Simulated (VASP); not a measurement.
# InP (F-43m) in VASP: further runs

The runs below take InP through single point, with PBEsol, PBEsol+D4, SVWN5.

All numbers are computed with VASP 6.6.1; they aren't measurements. Logs are shortened: lines on timing, memory, paths and dates and some standing lists are left out, and cuts for length are marked.

**Measured values to compare with.**

A printed reference work, data compilation reports, for a bulk crystal of InP at 1.6 K: band gap 1.4236 eV (direct).

How close the calculation comes is told below.

### Step 1. The cell of the first run

The structure is cubic, space group F-43m (No. 216). The conventional cell has a = 5.861 Å, b = 5.861 Å, c = 5.861 Å, α = 90.00°, β = 90.00°, γ = 90.00°. In (site symmetry -43m) has 4 P at 2.54 Å within 3.3 Å. Within 3.3 Å of P (site symmetry -43m) lie 4 In at 2.54 Å.

### Step 2. Single point, PBEsol

INCAR

```
SYSTEM = InP
ALGO = Normal ; EDIFF = 1E-6
ENCUT = 520 ; GGA = PS
ISIF = 2 ; ISMEAR = 0
LASPH = .TRUE. ; LCHARG = .FALSE.
LREAL = .FALSE. ; LWAVE = .FALSE.
NBANDS = 16 ; NELM = 60
PREC = Accurate ; SIGMA = 0.05
```

KPOINTS

```
k-points
0
G
  8 8 8
  0 0 0
```

POSCAR

```
InP
1.0
    4.1443528400      0.0000000000      0.0000000000
    2.0721764200      3.5891148417      0.0000000000
    2.0721764200      1.1963716139      3.3838499240
In P
1 1
Direct
    0.0000000000      0.0000000000      0.0000000000
    0.7500000000      0.7500000000      0.7500000000
```

Potentials or basis: VASP PAW PBE potentials, release 64 (In_d, P).

The run is started by

```console
$ cat potpaw_PBE.64/In_d/POTCAR potpaw_PBE.64/P/POTCAR > POTCAR
$ mpirun -np 1 vasp_std > vasp.out
```

OUTCAR:

```text
SYSTEM = InP
   EDIFF = 1E-6
   ENCUT = 520
   GGA = PS
   ISIF = 2
   ISMEAR = 0
   LASPH = .TRUE.
   LREAL = .FALSE.
   NELM = 60
   PREC = Accurate

 ion  position               nearest neighbor table
   1  0.000  0.000  0.000-   2 2.54   2 2.54   2 2.54   2 2.54
   2  0.750  0.750  0.750-   1 2.54   1 2.54   1 2.54   1 2.54

  LATTYP: Found a face centered cubic cell.
 ALAT       =     5.8609999936

  Lattice vectors:

 A1 = (   4.1443528400,   0.0000000000,   0.0000000000)
 A2 = (   2.0721764200,   3.5891148417,   0.0000000000)
 A3 = (   2.0721764200,   1.1963716139,   3.3838499240)

Analysis of symmetry for initial positions (statically):
=====================================================================
 Subroutine PRICEL returns:
 Original cell was already a primitive cell.

 Routine SETGRP: Setting up the symmetry group for a
 face centered cubic supercell.

 Subroutine GETGRP returns: Found 24 space group operations
 (whereof 24 operations were pure point group operations)
 out of a pool of 48 trial point group operations.

The static configuration has the point symmetry T_d .

Analysis of symmetry for dynamics (positions and initial velocities):
=====================================================================
 Subroutine PRICEL returns:
 Original cell was already a primitive cell.

 Routine SETGRP: Setting up the symmetry group for a
 face centered cubic supercell.

 Subroutine GETGRP returns: Found 24 space group operations
 (whereof 24 operations were pure point group operations)
 out of a pool of 48 trial point group operations.

The dynamic configuration has the point symmetry T_d .

 Subroutine INISYM returns: Found 24 space group operations
 (whereof 24 operations are pure point group operations),
 and found     1 'primitive' translations

----------------------------------------------------------------------------------------

                                     Primitive cell

  volume of cell :      50.3333

  direct lattice vectors                    reciprocal lattice vectors
     4.144352840  0.000000000  0.000000000     0.241292197 -0.139310115 -0.098507127
     2.072176420  3.589114842  0.000000000     0.000000000  0.278620229 -0.098507127
     2.072176420  1.196371614  3.383849924     0.000000000  0.000000000  0.295521380

  length of vectors
     4.144352840  4.144352840  4.144352840     0.295521380  0.295521380  0.295521380

  position of ions in fractional coordinates (direct lattice)
     0.000000000  0.000000000  0.000000000
     0.750000000  0.750000000  0.750000000

  ion indices of the primitive-cell ions
   primitive index   ion index
                 1           1
                 2           2

----------------------------------------------------------------------------------------

 KPOINTS: k-points

Automatic generation of k-mesh.
 Grid dimensions read from file:
 generate k-points for:    8    8    8

 Generating k-lattice:

  Cartesian coordinates                     Fractional coordinates (reciprocal lattice)
     0.030161525 -0.017413764 -0.012313391     0.125000000  0.000000000  0.000000000
     0.000000000  0.034827529 -0.012313391     0.000000000  0.125000000 -0.000000000
     0.000000000  0.000000000  0.036940173     0.000000000  0.000000000  0.125000000

  Length of vectors
     0.036940173  0.036940173  0.036940173

  Shift w.r.t. Gamma in fractional coordinates (k-lattice)
     0.000000000  0.000000000  0.000000000

 Subroutine IBZKPT returns following result:
 ===========================================

 Found     29 irreducible k-points:

 Following reciprocal coordinates:
            Coordinates               Weight
  0.000000  0.000000  0.000000      1.000000
  0.125000  0.000000  0.000000      8.000000
  0.250000  0.000000  0.000000      8.000000
  0.375000  0.000000  0.000000      8.000000
  0.500000  0.000000  0.000000      4.000000
  0.125000  0.125000  0.000000      6.000000
[... 16 lines left out ...]
  0.500000  0.250000  0.125000     48.000000
 -0.375000  0.250000  0.125000     24.000000
 [... further k-points ...]
   k-points           NKPTS =     29   k-points in BZ     NKDIM =     29   number of bands    NBANDS=     16
   number of dos      NEDOS =    301   number of ions     NIONS =      2
   total plane-waves  NPLWV =  32768
   dimension x,y,z NGX =    32 NGY =   32 NGZ =   32
   dimension x,y,z NGXF=    64 NGYF=   64 NGZF=   64
   ions per type =               1   1
   NGX,Y,Z   is equivalent  to a cutoff of  12.84, 12.84, 12.84 a.u.
   NGXF,Y,Z  is equivalent  to a cutoff of  25.67, 25.67, 25.67 a.u.
 SYSTEM =  InP
   PREC   = accura    normal or accurate (medium, high low for compatibility)
   ISTART =      0    job   : 0-new  1-cont  2-samecut
   ICHARG =      2    charge: 1-file 2-atom 10-const
   ISPIN  =      1    spin polarized calculation?
   LNONCOLLINEAR =      F non collinear calculations
   LSORBIT =      F    spin-orbit coupling
   LASPH  =      T    aspherical Exc in radial PAW
   ENCUT  =  520.0 eV  38.22 Ry    6.18 a.u.   7.71  7.71  7.71*2*pi/ulx,y,z
   NELM   =     60;   NELMIN=  2; NELMDL= -5     # of ELM steps
   EDIFF  = 0.1E-05   stopping-criterion for ELM
   LREAL  =      F    real-space projection
   EDIFFG = 0.1E-04   stopping-criterion for IOM
   NSW    =      0    number of steps for IOM
   IBRION =     -1    ionic relax: 0-MD 1-quasi-New 2-CG
   NFREE  =      0    steps in history (QN), initial steepest desc. (CG)
   ISIF   =      2    stress and relaxation
   ISYM   =      2    0-nonsym 1-usesym 2-fastsym
   POTIM  = 0.5000    time-step for ionic-motion
   TEBEG  =    0.0;   TEEND  =   0.0 temperature during run
   PSTRESS=    0.0 pullay stress
   NELECT =      18.0000    total number of electrons
   NUPDOWN=      -1.0000    fix difference up-down
   EMIN   =  10.00;   EMAX   =-10.00  energy-range for DOS
   EFERMI =   0.00;   METHOD = LEGACY
   ISMEAR =     0;   SIGMA  =   0.05  broadening in eV -4-tet -1-fermi 0-gaus
   EFERMI_NEDOS =   21; number of points for ismear=-14 and -15
   IALGO  =     38    algorithm
   IMIX   =      4    mixing-type and parameters
     AMIX     =   0.40;   BMIX     =  1.00
     AMIX_MAG =   1.60;   BMIX_MAG =  1.00
  volume/ion in A,a.u.               =      25.17       169.83
  Fermi-wavevector in a.u.,A,eV,Ry     =   1.162021  2.195901 18.371846  1.350293
  Thomas-Fermi vector in A             =   2.298587
   LORBIT       =      0    0 simple, 1 ext, 2 COOP (PROOUT), +10 PAW based schemes
   GGA     = PS    functional components
   LHFCALC =     F    Hartree Fock is set to
   AEXX    =    0.0000 exact exchange contribution
   IVDW    =     0    specifies the selected vdW correction
   LEPSILON=     F    determine dielectric tensor
   LRPA    =     F    only Hartree local field effects (RPA)
 non-spin polarized calculation
 Gauss-broadening in eV      SIGMA  =   0.05
  energy-cutoff  :      520.00
  volume of cell :       50.33
 maximum number of plane-waves:      1380
   NGX = 15   NGY = 15   NGZ = 15

 number of electron      18.0000005 magnetization

 Free energy of the ion-electron system (eV)
  ---------------------------------------------------
  ext. energy  EPLUGINS =         0.00000000
  ---------------------------------------------------
  free energy    TOTEN  =        -9.15385760 eV

  energy without entropy =       -9.15385760  energy(sigma->0) =       -9.15385760

 E-fermi :   5.3573     XC(G=0):  -9.4791

 val. band max:        5.0919822371   @ k =   0.0000   0.0000   0.0000
 cond. band min:       5.7066410113   @ k =   0.0000   0.0000   0.0000
 fundamental gap:      0.6146587743
 Fermi energy:         5.3572627774

 k-point     1 :       0.0000    0.0000    0.0000
  band No.  band energies     occupation
      1      -9.0579      2.00000
      2      -9.0579      2.00000
      3      -9.0579      2.00000
      4      -8.9033      2.00000
      5      -8.9033      2.00000
      6      -6.4562      2.00000
[... 8 lines left out ...]
     15      14.5219      0.00000
     16      14.5219      0.00000

 k-point     2 :       0.1250    0.0000    0.0000
  band No.  band energies     occupation
      1      -9.0774      2.00000
      2      -9.0503      2.00000
      3      -9.0503      2.00000
      4      -8.9032      2.00000
      5      -8.9032      2.00000
      6      -6.2760      2.00000
[... 8 lines left out ...]
     15      13.8464      0.00000
     16      14.2433      0.00000

 k-point     3 :       0.2500    0.0000    0.0000
  band No.  band energies     occupation
      1      -9.1219      2.00000
      2      -9.0342      2.00000
      3      -9.0342      2.00000
      4      -8.9007      2.00000
      5      -8.9007      2.00000
      6      -5.7719      2.00000
[... 8 lines left out ...]
     15      13.6149      0.00000
     16      14.0314      0.00000

 k-point     4 :       0.3750    0.0000    0.0000
  band No.  band energies     occupation
      1      -9.1634      2.00000
      2      -9.0221      2.00000
      3      -9.0221      2.00000
      4      -8.8938      2.00000
      5      -8.8938      2.00000
      6      -5.0947      2.00000
[... 8 lines left out ...]
     15      14.5553      0.00000
     16      14.5553      0.00000
[... 324 lines left out ...]
 k-point    22 :       0.3750    0.2500    0.1250
  band No.  band energies     occupation
      1      -9.1604      2.00000
      2      -9.0146      2.00000
      3      -9.0081      2.00000
      4      -8.9191      2.00000
      5      -8.8879      2.00000
      6      -5.3533      2.00000
[... 8 lines left out ...]
     15      15.2356      0.00000
     16      16.6001      0.00000

 k-point    23 :       0.5000    0.2500    0.1250
  band No.  band energies     occupation
      1      -9.1847      2.00000
      2      -9.0093      2.00000
      3      -8.9933      2.00000
      4      -8.9152      2.00000
      5      -8.8876      2.00000
      6      -4.7322      2.00000
[... 8 lines left out ...]
     15      15.8435      0.00000
     16      16.4229      0.00000

 k-point    24 :      -0.3750    0.2500    0.1250
  band No.  band energies     occupation
      1      -9.1935      2.00000
      2      -9.0088      2.00000
      3      -8.9882      2.00000
      4      -8.9091      2.00000
      5      -8.8902      2.00000
      6      -4.3836      2.00000
[... 8 lines left out ...]
     15      15.6896      0.00000
     16      16.3640      0.00000

 [... further k-points ...]

------------------------ aborting loop because EDIFF is reached ----------------------------------------

  FORCE on cell =-STRESS in cart. coord.  units (eV):
  Direction    XX          YY          ZZ          XY          YZ          ZX
  --------------------------------------------------------------------------------------
  -------------------------------------------------------------------------------------
  Total        0.1823468      0.1823468      0.1823468     -0.0000000      0.0000000      0.0000000
  in kB        5.8043498      5.8043498      5.8043498     -0.0000000      0.0000000      0.0000000
  external PRESSURE =       5.8043498 kB  Pullay stress =       0.0000000 kB

 VOLUME and BASIS-vectors are now :
 -----------------------------------------------------------------------------
  energy-cutoff  :      520.00
  volume of cell :       50.33
      direct lattice vectors                 reciprocal lattice vectors
     4.144352840  0.000000000  0.000000000     0.241292197 -0.139310115 -0.098507127
     2.072176420  3.589114842  0.000000000     0.000000000  0.278620229 -0.098507127
     2.072176420  1.196371614  3.383849924     0.000000000  0.000000000  0.295521380

 POSITION                                       TOTAL-FORCE (eV/Angst)
 -----------------------------------------------------------------------------------
      0.00000      0.00000      0.00000         0.000000     -0.000000      0.000000
      6.21653      3.58911      2.53789        -0.000000      0.000000     -0.000000
 -----------------------------------------------------------------------------------
    total drift:                               -0.000000     -0.000000      0.000000

  FREE ENERGIE OF THE ION-ELECTRON SYSTEM (eV)
  ---------------------------------------------------
  free  energy   TOTEN  =        -9.1538576016 eV

  energy  without entropy=       -9.1538576016  energy(sigma->0) =       -9.15385760
```

It took 23 s on 1 thread of Intel Xeon 8259CL, shared host; peak memory 0.18 GiB.

What came out:

```
Free energy            : -9.1539 eV
Pressure               : 0.6 GPa
Band gap on the k mesh : 0.61 eV, direct
```

Caveat: the PAW data sets were made with another functional, which shifts forces and pressure a little; spin-orbit coupling is left out, which moves the levels of the heavy elements.

### Step 3. Single point, PBEsol+D4

This run uses another cell than the first one, of 26.17 Å³/atom, 1.040 times its volume.

INCAR

```
  PREC = Accurate
  ENCUT = 520
  EDIFF = 1E-6
  ISMEAR = -1
  SIGMA = 0.05
  LREAL = F
  LASPH = T
  NELM = 80
  ALGO = Normal
  ISIF = 2
  LWAVE = F
  LCHARG = T
  GGA = PS
  IVDW = 13
  LELF = T
  LVHAR = T
  NBANDS = 16
```

KPOINTS

```
regular mesh
0
Gamma
  8 8 8
```

POSCAR

```
InP
1.0
    0.0000000000      2.9690636329      2.9690636329
    2.9690636329      0.0000000000      2.9690636329
    2.9690636329      2.9690636329      0.0000000000
In P
1 1
Direct
    0.0000000000      0.0000000000      0.0000000000
    0.7500000000      0.7500000000      0.7500000000
```

Potentials or basis: VASP PAW PBE potentials, release 64 (In_d, P).

The run is started by

```console
$ cat potpaw_PBE.64/In_d/POTCAR potpaw_PBE.64/P/POTCAR > POTCAR
$ mpirun -np 1 vasp_std > vasp.out
```

Wall time 18 s (1 thread of Intel Xeon Platinum 8259CL at 2.50GHz (Skylake/Cascade Lake), shared host); peak memory 0.18 GiB.

It converged, with:

```
Free energy                : -9.5272 eV
Pressure                   : -3.0 GPa
Band gap on the k mesh     : 0.40 eV, direct
Dispersion energy per atom : -0.191 eV
```

Levels at points of the mesh, in eV from the valence-band top:
```
           k point  band 7  band 8  band 9  band 10  band 11  band 12
(0.00, 0.00, 0.00)    0.00    0.00    0.00     0.40     4.02     4.02
(0.50, 0.00, 0.00)   -5.60   -0.93   -0.93     1.31     4.73     4.73
(0.50, 0.50, 0.00)   -5.65   -2.22   -2.22     1.70     2.17     8.85
```

Caveat: the PAW data sets were made with another functional, which shifts forces and pressure a little; spin-orbit coupling is left out, which moves the levels of the heavy elements.

### Step 4. Single point, SVWN5

This run uses another cell than the first one, of 25.67 Å³/atom, 1.020 times its volume.

INCAR

```
PREC     = Accurate       # precision mode
ENCUT    = 520            # plane-wave cutoff, eV
EDIFF    = 1E-6           # SCF threshold, eV
ISMEAR   = -1             # smearing method
SIGMA    = 0.05           # smearing width, eV
LREAL    = F              # projectors in reciprocal space
LASPH    = T              # aspherical terms in the spheres
NELM     = 60             # most SCF steps
ALGO     = Normal         # electronic algorithm
ISIF     = 2              # what is computed and relaxed
LWAVE    = F              # write WAVECAR
LCHARG   = T              # write CHGCAR
GGA      = VW             # functional
LELF     = T              # ELF
LVHAR    = T            
NBANDS   = 16             # bands
```

KPOINTS is that of step 3.

POSCAR

```
InP
1.0
    0.0000000000      2.9499078504      2.9499078504
    2.9499078504      0.0000000000      2.9499078504
    2.9499078504      2.9499078504      0.0000000000
In P
1 1
Direct
    0.0000000000      0.0000000000      0.0000000000
    0.7500000000      0.7500000000      0.7500000000
```

The run is started by

```console
$ cat potpaw_PBE.64/In_d/POTCAR potpaw_PBE.64/P/POTCAR > POTCAR
$ mpirun -np 1 vasp_std > vasp.out
```

Wall time 16 s (1 thread of Intel Xeon Platinum 8259CL at 2.50GHz (Skylake/Cascade Lake), shared host); peak memory 0.16 GiB.

The run converged. Its results:

```yaml
Free_energy: -9.6366 eV
Pressure: -2.5 GPa
Band_gap_on_the_k_mesh: 0.38 eV, direct
```

Levels at points of the mesh, in eV from the valence-band top:
```tsv
k point	band 7	band 8	band 9	band 10	band 11	band 12
(0.00, 0.00, 0.00)	0.00	0.00	0.00	0.38	3.97	3.97
(0.50, 0.00, 0.00)	-5.74	-0.96	-0.96	1.26	4.71	4.71
(0.50, 0.50, 0.00)	-5.80	-2.30	-2.30	1.64	2.12	8.88
```

Caveat: the PAW data sets were made with another functional, which shifts forces and pressure a little; spin-orbit coupling is left out, which moves the levels of the heavy elements.

(Part 1 of 2 ends here.)
